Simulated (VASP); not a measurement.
## Sb: band structure with LDA

Sb:

```xyz
1
Lattice="-1.8713 1.8713 1.8713 1.8713 -1.8713 1.8713 1.8713 1.8713 -1.8713" Properties=species:S:1:pos:R:3 pbc="T T T"
Sb    0.0000    0.0000    0.0000
```

This isn't the form of Sb at room conditions, which is rhombohedral.

```
Program                : VASP 6.6.1
Task                   : band structure
Functional             : LDA
Potentials or basis    : VASP PAW LDA potentials, release 64 (Sb)
Cutoff                 : 520 eV
k mesh                 : 10 × 10 × 10
Occupations            : fermi-dirac, width 0.05 eV
Spin                   : no spin polarisation
Further INCAR settings : ALGO = Normal; EDIFF = 1e-06
```

* Band gap along the path: none (metal or under the smearing width)

Levels at the corners of the path, in eV from the Fermi level:
| point | band 1 | band 2 | band 3 | band 4 | band 5 |
| --- | --- | --- | --- | --- | --- |
| Γ | -13.05 | 5.62 | 5.62 | 5.62 | 10.42 |
| H | -5.55 | -2.04 | -2.04 | -2.04 | 3.00 |
| H | -5.55 | -2.04 | -2.04 | -2.04 | 3.00 |
| N | -8.89 | -5.71 | 1.72 | 3.80 | 6.52 |
| N | -8.89 | -5.71 | 1.72 | 3.80 | 6.52 |
| Γ | -13.05 | 5.62 | 5.62 | 5.62 | 10.42 |
| Γ | -13.05 | 5.62 | 5.62 | 5.62 | 10.42 |
| P | -7.86 | -2.82 | -2.82 | -2.82 | 14.55 |
| P | -7.86 | -2.82 | -2.82 | -2.82 | 14.55 |
| H | -5.55 | -2.04 | -2.04 | -2.04 | 3.00 |
| P | -7.86 | -2.82 | -2.82 | -2.82 | 14.55 |
| N | -8.89 | -5.71 | 1.72 | 3.80 | 6.52 |

Wall time 20 s on 1 thread of AMD EPYC 7571, with other jobs on the host, peak memory 0.1 GiB.

Caveat: the log is that of the step along the path at fixed density, whose energy, stress, charges and moments have no meaning; spin-orbit coupling is left out, which moves the levels of the heavy elements.
